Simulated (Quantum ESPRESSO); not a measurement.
**MgB2 under changes of volume**

One of the cells (9.679 Å³/atom); the others are scaled copies at fixed shape and fractional positions:

```
CELL_PARAMETERS angstrom
3.08500 0.00000 0.00000
-1.54250 2.67169 0.00000
0.00000 0.00000 3.52300
ATOMIC_POSITIONS crystal
Mg 0.00000 0.00000 0.00000
B 0.66667 0.33333 0.50000
B 0.33333 0.66667 0.50000
```

```yaml
Program: Quantum ESPRESSO 7.5
Functional: r2SCAN
Potentials_or_basis: SG15 PBE 1.2
Cutoff: 952 eV
Density_cutoff: 3810 eV
k_mesh: 8 × 8 × 6
Occupations: fermi-dirac, width 0.05 eV
Spin: no spin polarisation
```

```csv
volume (Å³/atom),energy over the lowest point (meV/atom),pressure (GPa)
9.098,?,?
9.292,3.40,4.2
9.485,0.00,0.8
9.679,0.52,-2.3
9.873,4.61,-5.1
10.066,11.96,-7.7
10.260,22.28,-10.0
```

**Question.** What does the run at 9.098 Å³/atom give?

**Answer.** Energy over the lowest point 11.13 meV/atom; pressure 7.9 GPa.

Worked out: A Birch-Murnaghan fit of order 3 (a polynomial in V^(-2/3)) to the other rows has its minimum at 9.55 Å³/atom with B0 = V·E''(V) = 155 GPa and B' = 3.7 at fixed shape and positions, which overstates the stiffness. It gives 11.15 meV/atom at 9.098 Å³/atom, against the run's 11.13, and -dE/dV = 8.3 GPa, against 7.9.

Energies are extrapolated to zero smearing.

Caveats: the potentials were made for another functional, which shifts forces and pressure.
